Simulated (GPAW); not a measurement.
# KBr (Fm-3m) in GPAW: a series of runs

One crystal, KBr, is run at these levels: LDA, PBE, vdW-DF; tasks: equation of state, one-shot levels of the hybrid HSE06.

Program: GPAW 26.7.0. These are calculated values, not measurements. Logs are shortened: lines on timing, memory, paths and dates and some standing lists are left out, and cuts for length are marked. The log counts tension as positive stress, the text compression.

### Step 1. The structure

It takes space group Fm-3m (No. 225, cubic). Conventional cell: a = 6.600 Å, b = 6.600 Å, c = 6.600 Å, α = 90.00°, β = 90.00°, γ = 90.00°. Around Br (site symmetry m-3m) lie 6 K at 3.30 Å. K (site symmetry m-3m) has 6 Br at 3.30 Å as nearest neighbours.

### Step 2. Equation of state, LDA

Contents of run.py:

```python
import spglib
from ase import Atoms
from ase.eos import EquationOfState
from ase.io import Trajectory, read
from ase.units import GPa
from gpaw import GPAW, PW

atoms = read('KBr.cif')
cell, positions, numbers = spglib.find_primitive(
    (atoms.cell[:], atoms.get_scaled_positions(), atoms.numbers), symprec=1e-4)
atoms = Atoms(numbers, cell=cell, scaled_positions=positions, pbc=True)

traj = Trajectory('eos.traj', 'w')
volumes, energies = [], []
for x in [0.94, 0.96, 0.98, 1.0, 1.02, 1.04, 1.06]:
    a = atoms.copy()
    a.set_cell(atoms.cell * x**(1 / 3), scale_atoms=True)
    calc = GPAW(mode=PW(800),
                xc='LDA',
                kpts={'size': (6, 6, 6), 'gamma': True},
                occupations={'name': 'fermi-dirac', 'width': 0.05},
                setups='hgh',
                nbands=-8,
                convergence={'density': 1e-05, 'energy': 1e-05},
                maxiter=150,
                txt=f'eos-{x:.2f}.txt')
    a.calc = calc
    energies.append(a.get_potential_energy(force_consistent=True))
    volumes.append(a.get_volume())
    p = -a.get_stress()[:3].mean() / GPa
    calc.write(f'eos-{x:.2f}.gpw')
    traj.write(a)
    print(f'{x:.2f} {volumes[-1]:10.4f} A^3 {energies[-1]:14.6f} eV {p:9.3f} GPa', flush=True)

v0, e0, B = EquationOfState(volumes, energies, eos='birchmurnaghan').fit()
print(f'V0 = {v0:.4f} A^3, E0 = {e0:.6f} eV, B0 = {B / GPa:.2f} GPa')
```

Contents of KBr.cif:

```cif
data_KBr
_cell_length_a 6.60000000
_cell_length_b 6.60000000
_cell_length_c 6.60000000
_cell_angle_alpha 90.00000000
_cell_angle_beta 90.00000000
_cell_angle_gamma 90.00000000
_space_group_name_H-M_alt 'Fm-3m'
_space_group_name_Hall '-F 4 2 3'
_space_group_IT_number 225
loop_
_space_group_symop_operation_xyz
'x,y,z'
'-x,-y,-z'
'-y,x,z'
'y,-x,-z'
'-x,-y,z'
'x,y,-z'
'y,-x,z'
'-y,x,-z'
'x,-y,-z'
'-x,y,z'
'-y,-x,-z'
'y,x,z'
'-x,y,-z'
'x,-y,z'
'y,x,-z'
'-y,-x,z'
'z,x,y'
'-z,-x,-y'
'z,-y,x'
'-z,y,-x'
'z,-x,-y'
'-z,x,y'
'z,y,-x'
'-z,-y,x'
'-z,x,-y'
'z,-x,y'
'-z,-y,-x'
'z,y,x'
'-z,-x,y'
'z,x,-y'
'-z,y,x'
'z,-y,-x'
'y,z,x'
'-y,-z,-x'
'x,z,-y'
'-x,-z,y'
'-y,z,-x'
'y,-z,x'
'-x,z,y'
'x,-z,-y'
'-y,-z,x'
'y,z,-x'
'-x,-z,-y'
'x,z,y'
'y,-z,-x'
'-y,z,x'
'x,-z,y'
'-x,z,-y'
'x,y+1/2,z+1/2'
'-x,-y+1/2,-z+1/2'
'-y,x+1/2,z+1/2'
'y,-x+1/2,-z+1/2'
[... 63 lines left out ...]
'-z+1/2,y,-x+1/2'
'z+1/2,-x,-y+1/2'
'-z+1/2,x,y+1/2'
'z+1/2,y,-x+1/2'
'-z+1/2,-y,x+1/2'
'-z+1/2,x,-y+1/2'
'z+1/2,-x,y+1/2'
'-z+1/2,-y,-x+1/2'
'z+1/2,y,x+1/2'
'-z+1/2,-x,y+1/2'
'z+1/2,x,-y+1/2'
'-z+1/2,y,x+1/2'
'z+1/2,-y,-x+1/2'
'y+1/2,z,x+1/2'
'-y+1/2,-z,-x+1/2'
'x+1/2,z,-y+1/2'
'-x+1/2,-z,y+1/2'
'-y+1/2,z,-x+1/2'
'y+1/2,-z,x+1/2'
'-x+1/2,z,y+1/2'
'x+1/2,-z,-y+1/2'
'-y+1/2,-z,x+1/2'
'y+1/2,z,-x+1/2'
'-x+1/2,-z,-y+1/2'
'x+1/2,z,y+1/2'
'y+1/2,-z,-x+1/2'
'-y+1/2,z,x+1/2'
'x+1/2,-z,y+1/2'
'-x+1/2,z,-y+1/2'
'x+1/2,y+1/2,z'
'-x+1/2,-y+1/2,-z'
'-y+1/2,x+1/2,z'
'y+1/2,-x+1/2,-z'
'-x+1/2,-y+1/2,z'
'x+1/2,y+1/2,-z'
'y+1/2,-x+1/2,z'
'-y+1/2,x+1/2,-z'
'x+1/2,-y+1/2,-z'
'-x+1/2,y+1/2,z'
'-y+1/2,-x+1/2,-z'
'y+1/2,x+1/2,z'
'-x+1/2,y+1/2,-z'
'x+1/2,-y+1/2,z'
'y+1/2,x+1/2,-z'
'-y+1/2,-x+1/2,z'
'z+1/2,x+1/2,y'
'-z+1/2,-x+1/2,-y'
'z+1/2,-y+1/2,x'
'-z+1/2,y+1/2,-x'
'z+1/2,-x+1/2,-y'
'-z+1/2,x+1/2,y'
'z+1/2,y+1/2,-x'
'-z+1/2,-y+1/2,x'
'-z+1/2,x+1/2,-y'
'z+1/2,-x+1/2,y'
'-z+1/2,-y+1/2,-x'
'z+1/2,y+1/2,x'
'-z+1/2,-x+1/2,y'
'z+1/2,x+1/2,-y'
'-z+1/2,y+1/2,x'
'z+1/2,-y+1/2,-x'
'y+1/2,z+1/2,x'
'-y+1/2,-z+1/2,-x'
'x+1/2,z+1/2,-y'
'-x+1/2,-z+1/2,y'
'-y+1/2,z+1/2,-x'
'y+1/2,-z+1/2,x'
'-x+1/2,z+1/2,y'
'x+1/2,-z+1/2,-y'
'-y+1/2,-z+1/2,x'
'y+1/2,z+1/2,-x'
'-x+1/2,-z+1/2,-y'
'x+1/2,z+1/2,y'
'y+1/2,-z+1/2,-x'
'-y+1/2,z+1/2,x'
'x+1/2,-z+1/2,y'
'-x+1/2,z+1/2,-y'
loop_
_atom_site_label
_atom_site_type_symbol
_atom_site_symmetry_multiplicity
_atom_site_Wyckoff_symbol
_atom_site_fract_x
_atom_site_fract_y
_atom_site_fract_z
_atom_site_occupancy
Br1 Br 4 b 0.5000000000 0.0000000000 0.0000000000 1
K1 K 4 a 0.0000000000 0.0000000000 0.0000000000 1
```

Potentials or basis: HGH pseudopotentials, pw.

Command:

```sh
OMP_NUM_THREADS=1 python run.py
```

Output:

```text
__  _  _
 | _ |_)|_||  |
 |__||  | ||/\| - 26.7.0

Input parameters:
  mode=PW(ecut=800.0),
  convergence={'density': 1e-05, 'energy': 1e-05},
  kpts=MonkhorstPack(size=(6, 6, 6), gamma=True),
  maxiter=150,
  nbands=-8,
  occupations=Occupations(name='fermi-dirac', width=0.05),
  setups={'default': 'hgh'},
  xc=XC(name='LDA')

Diagonalizing LCAO Hamiltonian
Converting LCAO to pw mode

                 Br

       K

Atoms  # Å, Bohr magnetons
|   | symbol |        x |        y |        z |    initial magnetic moments |
|---|--------|----------|----------|----------|-----------------------------|
| 0 |     Br | 3.232634 | 3.232634 | 3.232634 | ( 0.0000,  0.0000,  0.0000) |
| 1 |      K | 0.000000 | 0.000000 | 0.000000 | ( 0.0000,  0.0000,  0.0000) |

Unit cell  # Å
| periodic |        x |        y |        z |  lengths |    angles |
|----------|----------|----------|----------|----------|-----------|
|      yes | 0.000000 | 3.232634 | 3.232634 | 4.571635 | 60.000000 |
|      yes | 3.232634 | 0.000000 | 3.232634 | 4.571635 | 60.000000 |
|      yes | 3.232634 | 3.232634 | 0.000000 | 4.571635 | 60.000000 |

Number of symmetries: 48
Symmetry operations  # r_c * U_cc + t_c -> r_c
|    | kind |            matrix            |
|----|------|------------------------------|
|  0 |  σ   |  1, 0, 0,  1, 0,-1,  1,-1, 0 |
|  1 |  C2  |  1, 0, 0,  1,-1, 0,  1, 0,-1 |
|  2 |  E   |  1, 0, 0,  0, 1, 0,  0, 0, 1 |
|  3 |  σ   |  1, 0, 0,  0, 0, 1,  0, 1, 0 |
|  4 |  C4  |  1, 0,-1,  1, 0, 0,  1,-1, 0 |
|  5 |  S6  |  1, 0,-1,  1,-1, 0,  1, 0, 0 |
|  6 |  σ   |  1, 0,-1,  0, 1,-1,  0, 0,-1 |
|  7 |  C3  |  1, 0,-1,  0, 0,-1,  0, 1,-1 |
|  8 |  S6  |  1,-1, 0,  1, 0, 0,  1, 0,-1 |
|  9 |  C4  |  1,-1, 0,  1, 0,-1,  1, 0, 0 |
| 10 |  C3  |  1,-1, 0,  0,-1, 1,  0,-1, 0 |
| 11 |  σ   |  1,-1, 0,  0,-1, 0,  0,-1, 1 |
| 12 |  σ   |  0, 1, 0,  1, 0, 0,  0, 0, 1 |
| 13 |  C4  |  0, 1, 0,  0, 1,-1, -1, 1, 0 |
| 14 |  C3  |  0, 1, 0,  0, 0, 1,  1, 0, 0 |
| 15 |  S6  |  0, 1, 0, -1, 1, 0,  0, 1,-1 |
| 16 |  C2  |  0, 1,-1,  1, 0,-1,  0, 0,-1 |
| 17 |  σ   |  0, 1,-1,  0, 1, 0, -1, 1, 0 |
| 18 |  S4  |  0, 1,-1,  0, 0,-1,  1, 0,-1 |
| 19 |  C4  |  0, 1,-1, -1, 1, 0,  0, 1, 0 |
| 20 |  C3  |  0, 0, 1,  1, 0, 0,  0, 1, 0 |
| 21 |  σ   |  0, 0, 1,  0, 1, 0,  1, 0, 0 |
| 22 |  S6  |  0, 0, 1,  0,-1, 1, -1, 0, 1 |
| 23 |  C4  |  0, 0, 1, -1, 0, 1,  0,-1, 1 |
| 24 |  S4  |  0, 0,-1,  1, 0,-1,  0, 1,-1 |
| 25 |  C3  |  0, 0,-1,  0, 1,-1,  1, 0,-1 |
| 26 |  C2  |  0, 0,-1,  0,-1, 0, -1, 0, 0 |
| 27 |  S6  |  0, 0,-1, -1, 0, 0,  0,-1, 0 |
| 28 |  S4  |  0,-1, 1,  1,-1, 0,  0,-1, 0 |
| 29 |  C4  |  0,-1, 1,  0, 0, 1, -1, 0, 1 |
| 30 |  C2  |  0,-1, 1,  0,-1, 0,  1,-1, 0 |
| 31 |  σ   |  0,-1, 1, -1, 0, 1,  0, 0, 1 |
| 32 |  C3  |  0,-1, 0,  1,-1, 0,  0,-1, 1 |
| 33 |  S6  |  0,-1, 0,  0, 0,-1, -1, 0, 0 |
| 34 |  S4  |  0,-1, 0,  0,-1, 1,  1,-1, 0 |
| 35 |  C2  |  0,-1, 0, -1, 0, 0,  0, 0,-1 |
| 36 |  C2  | -1, 1, 0,  0, 1, 0,  0, 1,-1 |
| 37 |  S6  | -1, 1, 0,  0, 1,-1,  0, 1, 0 |
| 38 |  S4  | -1, 1, 0, -1, 0, 1, -1, 0, 0 |
| 39 |  C3  | -1, 1, 0, -1, 0, 0, -1, 0, 1 |
| 40 |  S6  | -1, 0, 1,  0, 0, 1,  0,-1, 1 |
| 41 |  C2  | -1, 0, 1,  0,-1, 1,  0, 0, 1 |
| 42 |  C3  | -1, 0, 1, -1, 1, 0, -1, 0, 0 |
| 43 |  S4  | -1, 0, 1, -1, 0, 0, -1, 1, 0 |
| 44 |  C2  | -1, 0, 0,  0, 0,-1,  0,-1, 0 |
| 45 |  i   | -1, 0, 0,  0,-1, 0,  0, 0,-1 |
| 46 |  σ   | -1, 0, 0, -1, 1, 0, -1, 0, 1 |
| 47 |  C2  | -1, 0, 0, -1, 0, 1, -1, 1, 0 |

BZ-sampling:
  Number of BZ points: 216
  Number of IBZ points: 16

  Monkhorst-Pack size: [6, 6, 6]
  Monkhorst-Pack shift: [0.08333333333333333, 0.08333333333333333, 0.08333333333333333]

K-points  # in reciprocal-cell coordinates
|     |                                coordinates |     weight |
|-----|--------------------------------------------|------------|
|   0 | (  0.00000000,   0.00000000,   0.00000000) | 0.00462963 |
|   1 | (  0.16666667,   0.16666667,   0.00000000) | 0.02777778 |
|   2 | (  0.16666667,   0.16666667,   0.16666667) | 0.03703704 |
|   3 | (  0.33333333,   0.16666667,   0.16666667) | 0.05555556 |
|   4 | (  0.33333333,   0.33333333,  -0.33333333) | 0.05555556 |
|   5 | (  0.33333333,   0.33333333,   0.00000000) | 0.02777778 |
|   6 | (  0.33333333,   0.33333333,   0.16666667) | 0.11111111 |
|   7 | (  0.33333333,   0.33333333,   0.33333333) | 0.03703704 |
|   8 | (  0.50000000,   0.33333333,  -0.33333333) | 0.11111111 |
|   9 | (  0.50000000,   0.33333333,  -0.16666667) | 0.05555556 |
| ... |                                            |            |
|  15 | (  0.50000000,   0.50000000,   0.50000000) | 0.01851852 |

Plane wave coefficients: 3494
Cutoff: 800.0 eV

Spin-components: 1 (collinear spins)
Bands:           12
Projectors:      12
Spin-degeneracy: 2
Datatype:        complex128

Parallelization:
  kpt:    1
  domain: 1
  band:   1

Density:
  Valence electrons: 8.0
  Components: 1
  Grid points: [30 30 30]
  Charge: 0.0  # |e|

Potential:
  Grid points: [30 30 30]

species:
  HGH setup for Br
      Valence Z=7, rloc=0.50000
      Local part coeffs: zeros
      Projectors:
          l=0, rc=0.42821
          l=1, rc=0.45532
          l=2, rc=0.55785
      Diagonal coefficients of nonlocal parts:
          l=0:  5.39884,  1.82029, -1.32397
          l=1:  3.10882, -0.63220
          l=2:  0.55590

    LCAO basis set for Br:
      Name: atompaw.sz
      This basis set was not loaded from a file
      Number of radial functions: 2
      Number of spherical harmonics: 4
        l=0, rc=8.9500 Bohr: 1s e=-0.746 f=2.000
        l=1, rc=8.9500 Bohr: 1p e=-0.294 f=5.000
      Number of RI-basis functions 0

  HGH setup for K
      Valence Z=1, rloc=0.95000
      Local part coeffs: zeros
      Projectors:
          l=0, rc=0.95536
          l=1, rc=1.08641
          l=2, rc=0.72061
      Diagonal coefficients of nonlocal parts:
          l=0:  0.91461,  0.28755, -0.30022
          l=1:  0.31546,  0.06819
          l=2: -1.52951

    LCAO basis set for K:
      Name: atompaw.sz
      This basis set was not loaded from a file
      Number of radial functions: 1
      Number of spherical harmonics: 1
        l=0, rc=8.9500 Bohr: 1s e=-0.072 f=1.000
      Number of RI-basis functions 0

Reference energy: 0.000000  # eV

eigensolver:
  PPCG
  Converge bands: occupied
  niter=2

density mixing:
  MSR1-Mixer
  Pratt-step length: 0.05
  Maximum mixing coefficient: 0.75
  Old densities: 10
  SVD Regularization: 0.005
  Good broyden scale: 1.0
  Trust region scale: 1.0
  Backstep threshold: 4.0
  History deletion threshold: 6.0
  Fourier metric: weight=20.0, sigma=0.015

occupation numbers:
  Fermi-Dirac:
    width: 0.0500  # eV

poisson solver:
  ecut: 6400.0  # eV

xc functional:
  name: None

convergence criteria:
- Maximum integral of absolute [dens]ity change: 1e-05 electrons / valence electron
- Maximum [total energy] change in last 3 cyles: 1e-05 eV / valence electron
- Maximum integral of absolute [eigenst]ate change: 4e-08 eV^2 / valence electron
maximum number of iterations: 150

SCF iterations
|iter     | |      energy | eigst |  dens |
|---------|-|-------------|-------|-------|
|iter:   1| | -376.045510 | -0.23 |       |
|iter:   2| | -376.030868 | -2.24 | -1.03 |
|iter:   3| | -375.951298 | -1.89 | -1.06 |
|iter:   4| | -375.945832 | -3.12 | -1.49 |
|iter:   5| | -375.947594 | -4.10 | -1.81 |
|iter:   6| | -375.947608 | -5.88 | -2.96 |
|iter:   7| | -375.947611c| -7.42c| -3.37 |
|iter:   8| | -375.947611c| -8.25c| -5.09c|

Converged in 8 steps
Energy contributions relative to reference atoms: (reference = 0.000000)

Energy contributions:
  Kinetic:         170.027986
  Coulomb:        -470.567960
  Zero:              0.000000
  External:          0.000000
  Xc:              -75.407637
  Entropy:          -0.000000
  Spinorbit:         0.000000
  ----------------------------
  Free energy:    -375.947611
  Extrapolated:   -375.947611

dipole moment: (-3.232634, -3.232634, -3.232634)  # |e|*Ang

Fermi level: -0.310
Eigenvalues  # (at kpt = [0.000, 0.000, 0.000])
| band index |      eig [eV] | occ [0-2] |
|------------|---------------|-----------|
|          0 |       -14.587 |     2.000 |
|          1 |        -2.099 |     2.000 |
|          2 |        -2.099 |     2.000 |
|          3 |        -2.099 |     2.000 |
|          4 |         1.997 |     0.000 |
|          5 |         5.133 |     0.000 |
|          6 |         5.133 |     0.000 |
|          7 |         5.133 |     0.000 |
|          8 |         5.705 |     0.000 |
|          9 |         5.705 |     0.000 |
|         10 |         9.673 |     0.000 |
|         11 |        13.211 |     0.000 |

Gap: 4.096 eV
Transition (v -> c):
  (s=0, k=0, n=3, [0.00, 0.00, 0.00]) -> (s=0, k=0, n=4, [0.00, 0.00, 0.00])
No difference between direct/indirect transitions

Stress tensor  # eV/Ang^3
|         x |         y |         z |
|-----------|-----------|-----------|
|  0.016667 | -0.000000 | -0.000000 |
| -0.000000 |  0.016667 |  0.000000 |
| -0.000000 |  0.000000 |  0.016667 |

# Writing to eos-0.94.gpw (mode='')
```

It took 50 s on 1 thread of AMD EPYC 7B13 (Zen 3), shared host; peak memory 0.23 GiB.

What came out:

| Item | Value |
| --- | --- |
| Equilibrium volume | outside the volumes run |

Energy against volume, from the lowest point:
```tsv
volume (Å³/atom)	energy (meV/atom)
33.781	0.00
34.500	11.33
35.218	23.04
35.937	35.01
36.656	47.29
37.374	59.74
38.093	72.36
```

Caveat: HGH potentials are hard and often keep d shells in the core, so these values are rough.

(Continued in part 2 of 2.)
